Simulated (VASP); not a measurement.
# ZnS (Wurtzite-2H) (P6_3mc) in VASP: a series of runs, part 2 of 2

VASP 6.6.1.

## (3) Born charges and dielectric tensor, PBE

Contents of INCAR:

```
SYSTEM = ZnS
ALGO     = Normal         ! electronic algorithm
EDIFF    = 1E-8           ! SCF threshold, eV
ENCUT    = 520            ! plane-wave cutoff, eV
GGA      = PE             ! functional
IBRION   = 8              ! ionic algorithm
ISIF     = 2              ! what is computed and relaxed
ISMEAR   = -1             ! smearing method
LASPH    = .TRUE.         ! aspherical terms in the spheres
LCHARG   = .FALSE.        ! write CHGCAR
LEPSILON = .TRUE.         ! dielectric tensor by DFPT
LREAL    = .FALSE.        ! projectors in reciprocal space
LWAVE    = .FALSE.        ! write WAVECAR
NELM     = 60             ! most SCF steps
PREC     = Accurate       ! precision mode
SIGMA    = 0.05           ! smearing width, eV
```

Contents of KPOINTS:

```
k-points
0
G
  8 8 5
  0 0 0
```

Contents of POSCAR:

```
ZnS
1.0
    3.8110000000      0.0000000000      0.0000000000
   -1.9055000000      3.3004228138      0.0000000000
    0.0000000000      0.0000000000      6.2340000000
Zn S
2 2
Direct
    0.6666666667      0.3333333333      0.5000000000
    0.3333333333      0.6666666667      0.0000000000
    0.6666666667      0.3333333333      0.8850000000
    0.3333333333      0.6666666667      0.3850000000
```

Potentials or basis: VASP PAW PBE potentials, release 64 (Zn, S).

Run with:

```console
> cat potpaw_PBE.64/Zn/POTCAR potpaw_PBE.64/S/POTCAR > POTCAR
> mpirun -np 1 vasp_std > vasp.out
```

OUTCAR:

```text
SYSTEM = ZnS
   EDIFF = 1E-8
   ENCUT = 520
   GGA = PE
   IBRION = 8
   ISIF = 2
   ISMEAR = -1
   LASPH = .TRUE.
   LEPSILON = .TRUE.
   LREAL = .FALSE.
   NELM = 60
   PREC = Accurate

 ion  position               nearest neighbor table
   1  0.667  0.333  0.500-   4 2.31   4 2.31   4 2.31   3 2.40
   2  0.333  0.667  0.000-   3 2.31   3 2.31   3 2.31   4 2.40
   3  0.667  0.333  0.885-   2 2.31   2 2.31   2 2.31   1 2.40
   4  0.333  0.667  0.385-   1 2.31   1 2.31   1 2.31   2 2.40

  LATTYP: Found a hexagonal cell.
 ALAT       =     3.8110000000
 C/A-ratio  =     1.6357911309

  Lattice vectors:

 A1 = (   3.8110000000,   0.0000000000,   0.0000000000)
 A2 = (  -1.9055000000,   3.3004228138,   0.0000000000)
 A3 = (   0.0000000000,   0.0000000000,   6.2340000000)

Analysis of symmetry for initial positions (statically):
=====================================================================
 Subroutine PRICEL returns:
 Original cell was already a primitive cell.

 Routine SETGRP: Setting up the symmetry group for a
 hexagonal supercell.

[... 910 lines left out ...]
          X           Y           Z          XY          YZ          ZX
  --------------------------------------------------------------------------------
  x     0.00000     0.00000     0.00000    -7.17114     0.00000     3.94538
  y    -7.17114     7.17114     0.00000     0.00000     3.41532     0.00000
  z     3.76970     3.76970    -4.23609     0.00000     0.00000     0.00000

 SECOND DERIVATIVES (NOT SYMMETRIZED)
 ------------------------------------
               1X          1Y          1Z          2X          2Y          2Z          3X          3Y          3Z          4X          4Y          4Z
  1X    -6.722375    0.000000    0.000000   -0.159467   -0.000000    0.000000    0.289002    0.000000   -0.000000    6.592840   -0.000000   -0.000000
  1Y     0.000000   -6.722375    0.000000    0.000000   -0.159467    0.000000    0.000000    0.289002    0.000000    0.000000    6.592840    0.000000
  1Z     0.000000   -0.000000   -6.109010    0.000000    0.000000    1.796169    0.000000   -0.000000    2.829001   -0.000000    0.000000    1.483839
  2X    -0.159467    0.000000    0.000000   -6.722375    0.000000    0.000000    6.592840    0.000000    0.000000    0.289002    0.000000    0.000000
  2Y     0.000000   -0.159467   -0.000000   -0.000000   -6.722375   -0.000000    0.000000    6.592840   -0.000000    0.000000    0.289002    0.000000
  2Z    -0.000000   -0.000000    1.796169   -0.000000    0.000000   -6.109010    0.000000    0.000000    1.483839   -0.000000    0.000000    2.829001
  3X     0.309985   -0.000000   -0.000000    6.613081   -0.000000    0.000000   -7.484314   -0.000000    0.000000    0.561248    0.000000   -0.000000
  3Y     0.000000    0.309985    0.000000    0.000000    6.613081    0.000000    0.000000   -7.484314    0.000000   -0.000000    0.561248    0.000000
  3Z     0.000000    0.000000    2.830270    0.000000   -0.000000    1.479855    0.000000   -0.000000   -7.814025    0.000000    0.000000    3.503901
  4X     6.613081    0.000000   -0.000000    0.309985    0.000000    0.000000    0.561248    0.000000    0.000000   -7.484314    0.000000    0.000000
  4Y     0.000000    6.613081    0.000000   -0.000000    0.309985   -0.000000    0.000000    0.561248   -0.000000    0.000000   -7.484314   -0.000000
  4Z    -0.000000    0.000000    1.479855    0.000000    0.000000    2.830270    0.000000    0.000000    3.503901    0.000000    0.000000   -7.814025

 Eigenvectors and eigenvalues of the dynamical matrix
 ----------------------------------------------------

   1 f  =    9.336003 THz    58.659840 2PiTHz  311.415556 cm-1    38.610591 meV
             X         Y         Z           dx          dy          dz
      1.905500  1.100141  3.117000    -0.000000    0.000000   -0.087607
     -0.000000  2.200282  0.000000     0.000000   -0.000000    0.087607
      1.905500  1.100141  5.517090    -0.000000    0.000000    0.701659
     -0.000000  2.200282  2.400090     0.000000   -0.000000   -0.701659
[... 71 lines left out ...]
  12 f/i=    0.012418 THz     0.078024 2PiTHz    0.414217 cm-1     0.051356 meV
             X         Y         Z           dx          dy          dz
      1.905500  1.100141  3.117000    -0.205004   -0.542325    0.000000
     -0.000000  2.200282  0.000000    -0.205004   -0.542325    0.000000
      1.905500  1.100141  5.517090    -0.143131   -0.378643    0.000000
     -0.000000  2.200282  2.400090    -0.143131   -0.378643    0.000000

--------------------------------------------------------------------------------------------------------

 MACROSCOPIC STATIC DIELECTRIC TENSOR IONIC CONTRIBUTION
 ------------------------------------------------------
           2.546838     0.000000    -0.000000
           0.000000     2.546838    -0.000000
          -0.000000    -0.000000     4.512118
 ------------------------------------------------------

 ELASTIC MODULI CONTR FROM IONIC RELAXATION (kBar)
 Direction    XX          YY          ZZ          XY          YZ          ZX
 --------------------------------------------------------------------------------
 XX        -396.6282    126.9040    151.7887     -0.0000      0.0000     -0.0000
 YY         126.9040   -396.6282    151.7887      0.0000      0.0000      0.0000
 ZZ         151.7887    151.7887   -170.8398      0.0000     -0.0000     -0.0000
 XY          -0.0000      0.0000      0.0000   -261.7661      0.0000     -0.0000
 YZ          -0.0000      0.0000     -0.0000      0.0000    -73.2342     -0.0000
 ZX          -0.0000      0.0000     -0.0000     -0.0000     -0.0000    -87.2460
 --------------------------------------------------------------------------------

 PIEZOELECTRIC TENSOR IONIC CONTR  for field in x, y, z        (C/m^2)
          XX          YY          ZZ          XY          YZ          ZX
  --------------------------------------------------------------------------------
  x    -0.00000     0.00000    -0.00000    -0.00000    -0.00000    -0.44355
  y    -0.00000     0.00000    -0.00000     0.00000    -0.40638    -0.00000
  z    -0.73402    -0.73402     0.82615    -0.00000     0.00000     0.00000
```

OSZICAR:

```text
N       E                     dE             d eps       ncg     rms          rms(c)
DAV:   1     0.243565657306E+03    0.24357E+03   -0.17648E+04  1320   0.199E+03
DAV:   2     0.867476453106E+01   -0.23489E+03   -0.22961E+03  1412   0.386E+02
[... 13 lines left out ...]
RMM:  10    -0.124040557730E+00   -0.20393E-06   -0.12926E-08  3104   0.117E-04    0.383E-05
RMM:  11    -0.124040571785E+00   -0.14056E-07    0.77988E-09  3090   0.562E-05    0.170E-05
RMM:  12    -0.124040561740E+00    0.10045E-07    0.11185E-08  3040   0.435E-05    0.416E-06
RMM:  13    -0.124040580988E+00   -0.19248E-07    0.62561E-09  3025   0.278E-05    0.194E-06
RMM:  14    -0.124040593534E+00   -0.12546E-07    0.45828E-10  2821   0.239E-05    0.565E-07
RMM:  15    -0.124040594469E+00   -0.93420E-09   -0.48754E-09  2153   0.219E-05    0.181E-07
 Linear response finished
```

stdout:

```text
POSCAR found type information on POSCAR ZnS
 POSCAR found :  2 types and       4 ions
 scaLAPACK will be used
 LDA part: xc-table for (Slater+PW92), standard interpolation
 POSCAR, INCAR and KPOINTS ok, starting setup
 FFT: planning ... GRIDC
 FFT: planning ... GRID_SOFT
 FFT: planning ... GRID
 WAVECAR not read
[... 32 lines left out ...]
 first order change of Fermi-energy   0.46209E+00
 force on displaced ion       1 direction 3 :   0.000  -0.000  -6.109
 Born effective charge ion    1 direction 3 :   0.000   0.000   2.051
 Linear response progress:
 first order change of Fermi-energy   0.81438E-01
 force on displaced ion       3 direction 1 :  -7.484  -0.000   0.000
 Born effective charge ion    3 direction 1 :  -1.957   0.000   0.000
 Linear response progress:
 first order change of Fermi-energy  -0.31542E+00
 force on displaced ion       3 direction 3 :   0.000  -0.000  -7.814
 Born effective charge ion    3 direction 3 :   0.000   0.000  -2.054
 Born effective charges drift removed
 Linear response finished
```

It took 13 min on 1 thread of Intel Xeon 6975P-C (Granite Rapids), shared host; peak memory 0.69 GiB.

What came out:

* Band gap on the k mesh: 2.25 eV, direct
* Electronic dielectric tensor (diagonal): 5.87, 5.87, 5.91
* Born charges (mean of the diagonal): Zn +1.99; S -1.99 e
* Highest phonon frequency at Γ, LO-TO splitting left out: 311 cm⁻¹

Levels at points of the mesh, in eV from the valence-band top:
```tsv
k point	band 16	band 17	band 18	band 19	band 20	band 21
(0.00, 0.00, 0.00)	-0.01	-0.01	0.00	2.25	3.00	6.30
(0.50, 0.00, 0.00)	-2.25	-1.56	-0.98	3.62	4.27	5.18
```

Phonon frequencies in cm⁻¹ (negative: imaginary):
```csv
q point,frequencies
"(0.000, 0.000, 0.000)",0 0 0 71 71 179 233 296 296 301 301 311
```

Electronic dielectric tensor:
```
5.87 0.00 0.00
0.00 5.87 0.00
0.00 0.00 5.91
```

Born effective charge tensors (e):
atom 1, Zn
```
1.95 0.00 0.00
0.00 1.95 0.00
0.00 0.00 2.05
```
atom 2, Zn
```
1.95 0.00 0.00
0.00 1.95 0.00
0.00 0.00 2.05
```
atom 3, S
```
-1.95  0.00  0.00
 0.00 -1.95  0.00
 0.00  0.00 -2.05
```
atom 4, S
```
-1.95  0.00  0.00
 0.00 -1.95  0.00
 0.00  0.00 -2.05
```

## (4) Against experiment

Step 3. Against the measured gap of ZnS, 3.911 eV (direct; 4 K; a printed reference work, monograph), the calculated 2.25 eV is off by -1.66 eV. The value is that of PBE, without temperature or zero-point motion. Semilocal functionals fall short of measured gaps as a rule.
